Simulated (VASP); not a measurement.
CuO, 2 atoms in the cell. It takes space group Pm-3m (No. 221, cubic). The conventional cell has a = 2.553 Å, b = 2.553 Å, c = 2.553 Å, α = 90.00°, β = 90.00°, γ = 90.00°. Around Cu (site symmetry m-3m) lie 8 O at 2.21 Å. Around O (site symmetry m-3m) lie 8 Cu at 2.21 Å. Measurements of this composition are mostly on another form, of space group No. 15.

| Item | Value |
| --- | --- |
| Program | VASP 6.6.1 |
| Task | relaxation of cell and atoms |
| Functional | r2SCAN50 |
| Potentials or basis | VASP PAW PBE potentials, release 64 (Cu, O) |
| Cutoff | 600 eV |
| k mesh | 5 × 5 × 5 |
| Occupations | gaussian, width 0.05 eV |
| Spin | no spin polarisation |
| Grid for exact exchange (PRECFOCK) | Fast |
| Exchange at q = 0 | default |
| Further INCAR settings | ALGO = Normal; EDIFF = 1e-06; IBRION = 2; EDIFFG = -0.01; NSW = 40; ISIF = 3 |

Potentials or basis: VASP PAW PBE potentials, release 64 (Cu, O).

The run is started by

```sh
$ cat potpaw_PBE.64/Cu/POTCAR potpaw_PBE.64/O/POTCAR > POTCAR
$ cp INCAR.step1 INCAR
$ mpirun -np 1 vasp_std > vasp.out
$ cp INCAR.step2 INCAR
$ mpirun -np 1 vasp_std > vasp.out
```

Hardware: 1 thread of Intel(R) Xeon(R) Platinum 8259CL CPU @ 2.50GHz (Skylake/Cascade Lake) (shared host).

Estimate the wall time of this run.

It took 7.2 min on 1 thread of Intel(R) Xeon(R) Platinum 8259CL CPU @ 2.50GHz (Skylake/Cascade Lake), with other jobs on the host, peak memory 0.13 GiB. Counts: scf iterations 42, k points 10, ion steps 3.
